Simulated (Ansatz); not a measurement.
**MnSi: strain and displacement**

```
Mn Si
1.0
     0.00000    2.42250    2.42250
     2.42250    0.00000    2.42250
     2.42250    2.42250    0.00000
Mn Si
1 1
Direct
  0.00000 0.00000 0.00000
  0.50000 0.50000 0.50000
```

Atom numbers follow the list: Mn1, Si2.

The cell was built from the rocksalt type and relaxed in the same program, and has space group Fm-3m; it needn't be a known or the stable phase.

The magnetic state is the one reached from the start moments; no search over orders was made, so it needn't be the ground state.

Level of theory: DFT, PBE, all-electron LAPW, scalar-relativistic (Ansatz 0.2.0).

Numerical set-up: a Γ-centred 15×15×15 k mesh, Fermi–Dirac smearing of 0.05 eV, basis error target 1 meV/atom, spin-polarised from start moments Mn1 4 μB.

The unchanged cell is at 0.05 GPa, so energy changes include a term −P ΔV where the volume moves.

In a metal, stresses and small energies carry noise from the k mesh.

x, y and z are the Cartesian axes of the cell as listed; fractional coordinates follow a strain, and an engineering shear is twice the off-diagonal strain component.

With x and y strained by -2 %, z held: energy change +10 meV/atom; stress change (xx, yy, zz, yz, xz, xy) 6.08, 6.08, 1.88, 0.00, 0.00, 0.00 GPa, compression positive; moment 2.48 → 2.36 μB.

Problem. With this change (z strained by -1 % at fixed volume), what becomes of the energy and stress and moment?

Solution. Energy change +1 meV/atom; stress change (xx, yy, zz, yz, xz, xy) -0.79, -0.79, 1.84, 0.00, 0.00, 0.00 GPa, compression positive; moment 2.48 → 2.48 μB.

Problem. With this change (atom 1 (Mn) moved by (0.0849, 0.0849, 0.0000) Å), what becomes of the energy and stress and forces and moment?

Solution. Energy change +24 meV/atom; stress change (xx, yy, zz, yz, xz, xy) 1.32, 1.32, -0.53, 0.00, 0.00, -0.48 GPa, compression positive; change of the force on Mn1 (-0.566, -0.566, 0.000) eV/Å; moment 2.48 → 2.45 μB.

Problem. What force constant does this one finite step give for Mn1 along its displacement (all its periodic images move with it)?

Solution. k = −ΔF·u/|u|² = 6.67 eV/Å², so the force pulls the atom back.
